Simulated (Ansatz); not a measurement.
Space group P6_3/mmc (No. 194). a = 2.777 Å, b = 2.777 Å, c = 4.621 Å, α = 90.00°, β = 90.00°, γ = 120.00°
```json
{"atom": "Pd", "site": "2c", "symmetry": "-6m2", "x": "0.6667", "y": "0.3333", "z": "0.7500"}
```

Equation of state of this Pd structure (not necessarily the ground state), with shape and atoms relaxed at each volume where symmetry leaves them free. It has no gap at any of these volumes. All numbers below come from DFT PBE, scalar-relativistic, plane waves, PAW in Ansatz 0.2.0.

Settings: cutoff 420 eV, Γ-centred mesh 18×18×10 on the computed 2-atom cell, Gaussian smearing of 0.10 eV; collinear spin.

```tsv
V (Å³/atom)	E − E(largest V) (meV/atom)	P (GPa)
13.576	85.78	29.46
14.038	14.59	19.92
14.501	-31.56	12.00
14.964	-56.69	5.43
15.427	-64.41	-0.01
15.890	-57.77	-4.49
16.352	-39.32	-8.17
16.970	0.00	-12.05
```

Q: Fit a third-order Birch–Murnaghan equation to E(V).

A: V0 = 15.43 Å³/atom, B0 = 165 GPa, B0' = 5.3.

This form isn't the element's structure at ambient conditions.